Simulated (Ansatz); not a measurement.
# CaF2 (fluorite): scan of one atom of the cell

Starting cell, CaF$_{2}$ (fluorite):

```yaml
crystal:
  lattice:
    - [0.00000, 2.75551, 2.75551]
    - [2.75551, 0.00000, 2.75551]
    - [2.75551, 2.75551, 0.00000]
  atoms:
    - { symbol: Ca, position: [0.00000, 0.00000, 0.00000] }
    - { symbol: F, position: [0.25000, 0.25000, 0.25000] }
    - { symbol: F, position: [0.75000, 0.75000, 0.75000] }
```

Scan: atom 3 (F, nearest neighbour Ca at 2.386 Å; its periodic images, 3.9 Å or more away, move with it) is displaced along Cartesian [110], direction (0.707, 0.707, 0.000) in Cartesian axes, by s. The other atoms stay.

Computed with PBE (plane waves to 420 eV, PAW, scalar-relativistic; Ansatz, a quantum-chemistry and plane-wave program). k mesh 8×8×8 (Γ-centred), Fermi-Dirac smearing 0.05 eV. The energy includes the smearing's −TS. Stress and pressure are positive under compression. F∥ is the force on the atom along that direction. F⊥ is the part of the force across the line. CaF2 was relaxed with its symmetry unable to fall. The PAW data are Ansatz's earlier set. ΔE is measured from the undisplaced structure.

```csv
s (Å),ΔE (meV/cell),F∥ (eV/Å),|F⊥| (eV/Å),P (GPa)
-0.480,558,2.628,1.298,6.19
-0.384,340,1.931,0.775,3.84
-0.288,184,1.345,0.412,2.11
-0.192,79,0.846,0.175,0.92
-0.096,19,0.408,0.043,0.23
0.000,0,0.000,0.000,0.00
0.096,19,-0.408,0.043,0.23
0.192,79,-0.846,0.175,0.92
0.288,184,-1.345,0.412,2.11
0.384,340,-1.931,0.775,3.84
0.480,558,-2.628,1.298,6.19
```

Derived quantities:

| Quantity | Value |
|---|---|
| Energy at s = 0.480 Å | 558 meV/cell |
| Force along the line at s = -0.480 Å | 2.63 eV/Å |
| Symmetry of the curve | even: the same for both signs |
| Shape of the curve | a single well with its minimum at or next to zero displacement |
| Force constant k = d²E/ds² at s = 0 (finite differences) | 4.20 eV/Å² |
| Harmonic estimate at the end of the scan | ½ks² = 483 meV/cell against the computed 558 meV/cell, so the well is stiffer than harmonic there |

(A displaced cell: forces are minus the slopes of the energy, force constants its curvatures, and phonons follow from these.)
